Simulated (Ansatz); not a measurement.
**How far is this AlAs4 from the hull?**

All numbers below come from DFT PBE, scalar-relativistic, plane waves, PAW (Ansatz). All cells share a 420 eV cutoff and Γ-centred k meshes spaced about 0.3 Å⁻¹ or finer (0.25 for metals, 2π included). No spin polarisation.

The zero of energy is the elements' standard structures at the same level; no fitted shifts are applied.

All energies are static (0 K, no zero-point motion). No dispersion correction is applied, so the spacing and binding between layers, chains or molecules are poorly described (AlAs4 P-3m1). The reference form of As is held partly by dispersion forces, which this level lacks.

The competitors are the elements and 1 reference phase of this chemical system (from databases or known types: AlAs), relaxed at the same level; other known phases may be missing.

The candidate was reached from: a cell proposed by chemical analogy.

```xyz
10
Lattice="3.8431 0.0000 0.0000 -1.9216 3.3282 0.0000 0.0000 0.0000 20.4023" Properties=species:S:1:pos:R:3 pbc="T T T"
Al    0.0000    2.2188    0.8750
Al    1.9216    1.1094   19.5273
As    1.9216    1.1094    1.8185
As    0.0000    2.2188   18.5838
As    0.0000    0.0000    5.4263
As    0.0000    2.2188    6.7429
As    1.9216    1.1094    9.5452
As    0.0000    2.2188   10.8571
As    0.0000    0.0000   14.9760
As    1.9216    1.1094   13.6593
```

Task: Into what would it decompose?

Result: Its formation energy is -0.076 eV/atom. The lowest competing mixture at this composition is this:

```
phase      space group   source  share of atoms  ΔE_f (eV/atom)
   As                -  element          0.6000         -0.0010
 AlAs  F-43m (No. 216)      COD          0.4000          -0.487
```

The lowest database cell of As (-0.0010) lies slightly below the reference, hence the non-zero entry.

The mixture lies at -0.195 eV/atom, and the candidate lies 119 meV/atom above it. The candidate matches no cell in the subsets of the Crystallography Open Database and the Materials Project at hand. It is metastable at best. Phonons aren't part of this comparison. It holds As–As nets (shortest 2.58 Å).
